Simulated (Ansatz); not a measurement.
Runs of Ansatz 0.2.0 on As. Symmetry: R-3m, No. 166, trigonal system. Conventional cell: a = 3.762 Å, b = 3.762 Å, c = 10.542 Å, α = 90.00°, β = 90.00°, γ = 120.00°. As (site symmetry 3m) has 3 As at 2.51 Å as nearest neighbours. 

```csv
level,share of exact exchange,mesh quality,gap on the mesh (eV),pressure (GPa),largest force (eV/Å)
r2SCAN0 form with a typed share of exact exchange,0.15,not flagged,0.49,(c),0.13
r2SCAN0,0.25,not flagged,0.75,-0.2,0.21
r2SCAN0 form with a typed share of exact exchange,0.35,not flagged,1.05,-0.8,(a)
r2SCAN0 form with a typed share of exact exchange,0,coarse,-,1.6,0.03
r2SCAN0 form with a typed share of exact exchange,0.1,not flagged,(b),(d),0.10
r2SCAN0 form with a typed share of exact exchange,0.5,not flagged,1.55,-1.7,0.41
```

Alike in all rows: task single point; potentials or basis Ansatz PAW; no spin polarisation; cell as given; k mesh 5 × 5 × 5; cutoff (eV) 500; smearing fermi-dirac 0.05 eV.

Task: Fill in the values left out.

Result: (a) 0.29; (b) 0.36; (c) 0.5; (d) 0.9.

Caveats: some runs use coarse meshes; the PAW data sets come from PBE, with cores solved anew for the run's functional, which leaves a small shift of forces and pressure; odd divisions of the mesh miss points on the zone boundary, where band edges often lie, so the gap on the mesh can be too wide (some runs); the thresholds are loose for stress (some runs).

A k mesh can miss the band edges, and the runs leave out spin-orbit coupling on As.
